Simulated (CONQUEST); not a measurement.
Ag under changes of volume

One of the cells (18.154 Å³/atom); the others are scaled copies at fixed shape and fractional positions:

```
Ag
1.0
     3.31131    0.00000    0.00000
     0.00000    3.31131    0.00000
     0.00000    0.00000    3.31131
Ag
2
Direct
  0.00000 0.00000 0.00000
  0.50000 0.50000 0.50000
```

This isn't the form of Ag at room conditions, which is fcc.

- Program: CONQUEST 1.3
- Functional: revPBE
- Potentials or basis: PseudoDojo NC LDA, SZP, grid of 32 × 32 × 32 points
- k mesh: 7 × 7 × 7
- Occupations: methfessel-paxton of order 1, width 0.1 eV
- Spin: no spin polarisation

| volume (Å³/atom) | energy over the lowest point (meV/atom) | pressure (GPa) |
| --- | --- | --- |
| 17.065 | 68.15 | 11.9 |
| 17.428 | 44.51 | 9.1 |
| 17.791 | 26.86 | 6.6 |
| 18.154 | 14.15 | 4.7 |
| 18.517 | 5.46 | 2.9 |
| 18.880 | ? | ? |
| 19.243 | 0.00 | -0.2 |

Problem. What does the run at 18.880 Å³/atom give?

Solution. Energy over the lowest point 0.98 meV/atom; pressure 1.1 GPa.

Worked out: A Birch-Murnaghan fit of order 3 (a polynomial in V^(-2/3)) to the other rows has its minimum at 19.19 Å³/atom with B0 = V·E''(V) = 72 GPa and B' = 5.7. It gives 1.07 meV/atom at 18.880 Å³/atom, against the run's 0.98, and -dE/dV = 1.2 GPa, against 1.1.

Caveats: the potentials were made for another functional, which shifts forces and pressure; the atomic basis is small; the basis of atomic orbitals isn't converged, which shifts pressures, moduli and gaps.
